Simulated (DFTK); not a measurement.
## BAs under changes of volume

One of the cells (13.626 Å³/atom); the others are scaled copies at fixed shape and fractional positions:

```xyz
2
Lattice="0.0000 2.3885 2.3885 2.3885 0.0000 2.3885 2.3885 2.3885 0.0000" Properties=species:S:1:pos:R:3 pbc="T T T"
As    3.5827    3.5827    3.5827
B     0.0000    0.0000    0.0000
```

```yaml
Program: DFTK 0.8.2
Functional: r2SCAN
Potentials_or_basis: cp2k.nc.sr.pbe.v0_1.semicore.gth (PBE, GTH)
Cutoff: 980 eV
k_mesh: 6 × 6 × 6
Occupations: fermi-dirac, width 0.05 eV
Spin: no spin polarisation
```

```csv
volume (Å³/atom),energy over the lowest point (meV/atom),gap on the mesh (eV)
12.809,36.54,1.33
13.081,19.02,1.35
13.354,7.46,1.36
13.626,1.26,1.38
13.899,0.00,1.40
14.171,3.17,1.41
14.444,?,?
```

What does the run at 14.444 Å³/atom give?

Energy over the lowest point 10.36 meV/atom; gap on the mesh 1.43 eV.

Worked out: A Birch-Murnaghan fit of order 3 (a polynomial in V^(-2/3)) to the other rows has its minimum at 13.84 Å³/atom with B0 = V·E''(V) = 136 GPa and B' = 3.9. It gives 10.40 meV/atom at 14.444 Å³/atom, against the run's 10.36. A straight line through the other rows of the gap, of slope 0.806 eV per unit of ln V, extrapolates to 1.43 eV, against the run's 1.43.

Energies are extrapolated to zero smearing.

Caveats: the potentials were made for another functional, which shifts forces and pressure.

A mesh can miss the band edges. Spin-orbit coupling on As is left out.
